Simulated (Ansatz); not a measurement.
**Calculated ⁶⁹Ga NMR of the central transition for Ga5CuSe8**

Cell: a computed structure from the Materials Project (it need not be an observed phase), atoms as given.

```
Ga Cu Se
1.0
     5.47385    0.00000    0.00000
     0.00000    5.47385    0.00000
     0.00000    0.00000   11.19478
Ga Cu Se
5 1 8
Direct
  0.00000 0.50000 0.25485
  0.50000 0.00000 0.74515
  0.00000 0.50000 0.74515
  0.50000 0.00000 0.25485
  0.00000 0.00000 0.00000
  0.50000 0.50000 0.50000
  0.26454 0.26454 0.11677
  0.73546 0.73546 0.11677
  0.26454 0.73546 0.88323
  0.73546 0.26454 0.88323
  0.24113 0.24113 0.61951
  0.75887 0.75887 0.61951
  0.24113 0.75887 0.38049
  0.75887 0.24113 0.38049
```

Atom numbers follow the list; atoms alike are taken as one site, whose name carries the number of the first.

The numbers come from a DFT calculation in Ansatz (r2SCAN, plane waves and PAW, scalar-relativistic, 500 eV cutoff, Γ-centred 5×5×3 k-points, Fermi–Dirac smearing 0.02 eV).

⁶⁹Ga has I = 3/2 and Q = 171.0 mb (Pyykkö 2018); at 9.4 T its Larmor frequency is ν₀ = 96.3 MHz. Only the quadrupole interaction is simulated: positions count from each site's isotropic chemical shift, and shift anisotropy, dipolar and J coupling are left out, though they dominate static lines narrower than about 10 kHz.

Simulated pattern of one Ga site (static powder, Gaussian broadening 30 kHz):

| offset (kHz) | height |
| --- | --- |
| -510.9 | 0 |
| -485.4 | 4 |
| -459.9 | 27 |
| -434.4 | 39 |
| -408.9 | 41 |
| -383.4 | 42 |
| -357.9 | 44 |
| -332.3 | 46 |
| -306.8 | 48 |
| -281.3 | 51 |
| -255.8 | 54 |
| -230.3 | 57 |
| -204.8 | 62 |
| -179.2 | 68 |
| -153.7 | 78 |
| -128.2 | 97 |
| -102.7 | 100 |
| -77.2 | 85 |
| -51.7 | 79 |
| -26.1 | 77 |
| -0.6 | 77 |
| 24.9 | 73 |
| 50.4 | 73 |
| 75.9 | 96 |
| 101.4 | 92 |
| 127.0 | 53 |
| 152.5 | 43 |
| 178.0 | 39 |
| 203.5 | 36 |
| 229.0 | 24 |
| 254.5 | 4 |
| 280.1 | 0 |

Task: Which |C_Q| and η does the pattern imply?

Result: The pattern spans 704 kHz before broadening and its centre of gravity is at -98.0 kHz, which fixes P_Q; the places of the horns and steps fix η. That gives P_Q = 19.4 MHz, |C_Q| = 18.3 MHz and η = 0.61, the values that the calculation gives site Ga1 (4 Se at 2.39–2.48 Å). The other sites have |C_Q| = 1.40 MHz. The sign of C_Q can't be read from the pattern.

With a gap of 0.8 eV on this mesh, small gradients can still move by 0.1 × 10²¹ V/m² or more as the k-mesh gets denser.
